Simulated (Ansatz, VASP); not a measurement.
Ti in VASP and in Ansatz

File INCAR:

```
SYSTEM = Ti
  PREC = Accurate
  ENCUT = 520
  EDIFF = 1E-6
  ISMEAR = -1
  SIGMA = 0.05
  LREAL = .False.
  LASPH = .True.
  NELM = 80
  ALGO = Fast
  ISIF = 2
  LWAVE = .False.
  LCHARG = .False.
  GGA = PE
  NBANDS = 12
```

The input KPOINTS:

```
Automatic mesh
0
Gamma
  11 11 11
  0 0 0
```

The input POSCAR:

```
Ti
1.0
    0.0000000000      2.0163754284      2.0163754284
    2.0163754284      0.0000000000      2.0163754284
    2.0163754284      2.0163754284      0.0000000000
Ti
1
Direct
    0.0000000000      0.0000000000      0.0000000000
```

input.yaml

```yaml
crystal:
  lattice:
    - [0.0, 2.0163754284, 2.0163754284]
    - [2.0163754284, 0.0, 2.0163754284]
    - [2.0163754284, 2.0163754284, 0.0]
  atoms:
    - { symbol: Ti, position: [0.0, 0.0, 0.0] }
kpoints:
  mp_grid: { grid: [11, 11, 11] }
scf:
  occupations: { method: fermi_dirac, width: 0.05 }
hamiltonian:
  xc: pbe
  pseudopotentials: { kind: all_electron, lapw: { basis_error: 0.0005 } }
output:
  forces: true
  stress: true
  eigenvalues: true
```

Change from the starting cell: volume scaled by 0.98.

Alike in both runs: task single point; functional PBE; k mesh 11 × 11 × 11; occupations fermi-dirac, width 0.05 eV; no spin polarisation.

|  | VASP | Ansatz |
| --- | --- | --- |
| version | VASP 6.6.1 | Ansatz 0.2.0 |
| potentials or method | VASP PAW PBE potentials, release 64 (Ti_sv) | all-electron LAPW, scalar-relativistic |
| plane-wave cutoff (eV) | 520 | see its input |

|  | VASP | Ansatz | Ansatz less VASP |
| --- | --- | --- | --- |
| gap on the k mesh at the Fermi level (eV) | none | none | - |
| pressure (GPa) | 6.3 | 6.7 | +0.39 |

A gap of «none» marks a metal or a gap that the smearing closes. Ansatz ran all-electron here, so the differences hold the error of VASP's frozen core and of both bases.
